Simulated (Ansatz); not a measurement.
Relaxed MgF2 (rutile):

```
CELL_PARAMETERS angstrom
      4.69838     0.00000     0.00000
      0.00000     4.69838     0.00000
      0.00000     0.00000     6.18567
ATOMIC_POSITIONS crystal
  Mg 0.00000 0.00000 0.00000
  Mg 0.00000 0.00000 0.50000
  Mg 0.50000 0.50000 0.25000
  Mg 0.50000 0.50000 0.75000
  F  0.30358 0.30358 0.00000
  F  0.30358 0.30358 0.50000
  F  0.80358 0.19642 0.25000
  F  0.80358 0.19642 0.75000
  F  0.19642 0.80358 0.25000
  F  0.19642 0.80358 0.75000
  F  0.69642 0.69642 0.00000
  F  0.69642 0.69642 0.50000
```

The atoms are displaced by Q × the pattern below (from a DFPT mode at Z = (0.0, 0.0, 0.5), largest move 1; Q in Å), at fixed cell. It is one choice among 2 degenerate patterns. (q is in reciprocal vectors of the primitive cell; the cell shown is doubled to hold the pattern.)

| atom | x | y | z |
|---|---|---|---|
| Mg1 | 0.011 | -0.011 | 0.000 |
| Mg2 | -0.011 | 0.011 | 0.000 |
| Mg3 | -0.707 | -0.707 | 0.000 |
| Mg4 | 0.707 | 0.707 | 0.000 |
| F5 | 0.006 | -0.006 | -0.419 |
| F6 | -0.006 | 0.006 | 0.419 |
| F7 | -0.356 | -0.356 | -0.007 |
| F8 | 0.356 | 0.356 | 0.007 |
| F9 | -0.356 | -0.356 | 0.007 |
| F10 | 0.356 | 0.356 | -0.007 |
| F11 | 0.006 | -0.006 | 0.419 |
| F12 | -0.006 | 0.006 | -0.419 |

Computed with PBE (plane waves to 420 eV, PAW, scalar-relativistic; Ansatz, a quantum-chemistry and plane-wave program). k mesh 7×7×6 (Γ-centred), Fermi-Dirac smearing 0.05 eV. The energy includes the smearing's −TS. MgF2 was relaxed with its symmetry unable to fall. ΔE is measured from the undisplaced structure.

```json
[
 {"Q (Å)": "-0.1000", "ΔE (meV/cell)": "71.5"},
 {"Q (Å)": "-0.0833", "ΔE (meV/cell)": "49.7"},
 {"Q (Å)": "-0.0667", "ΔE (meV/cell)": "31.8"},
 {"Q (Å)": "-0.0500", "ΔE (meV/cell)": "withheld"},
 {"Q (Å)": "-0.0333", "ΔE (meV/cell)": "7.9"},
 {"Q (Å)": "-0.0167", "ΔE (meV/cell)": "2.0"},
 {"Q (Å)": "0.0000", "ΔE (meV/cell)": "0.0"},
 {"Q (Å)": "0.0167", "ΔE (meV/cell)": "2.0"},
 {"Q (Å)": "0.0333", "ΔE (meV/cell)": "7.9"},
 {"Q (Å)": "0.0500", "ΔE (meV/cell)": "withheld"},
 {"Q (Å)": "0.0667", "ΔE (meV/cell)": "31.8"},
 {"Q (Å)": "0.0833", "ΔE (meV/cell)": "49.7"},
 {"Q (Å)": "0.1000", "ΔE (meV/cell)": "71.5"}
]
```

Q: Fit an even polynomial form (powers 2, 4) to the given rows and predict ΔE at Q = -0.0500.

A: Least squares on the 11 given rows: ΔE = (7159)·Q² + (-679.4)·Q⁴, in meV/cell with Q in Å; root-mean-square residual 0.03 meV/cell. At -0.0500 the fit gives 17.9 meV/cell; the calculation gives 17.9 meV/cell, the same to the digits shown. The quadratic term alone would give 17.9 meV/cell.

(A displaced cell: forces are minus the slopes of the energy, force constants its curvatures, and phonons follow from these.)
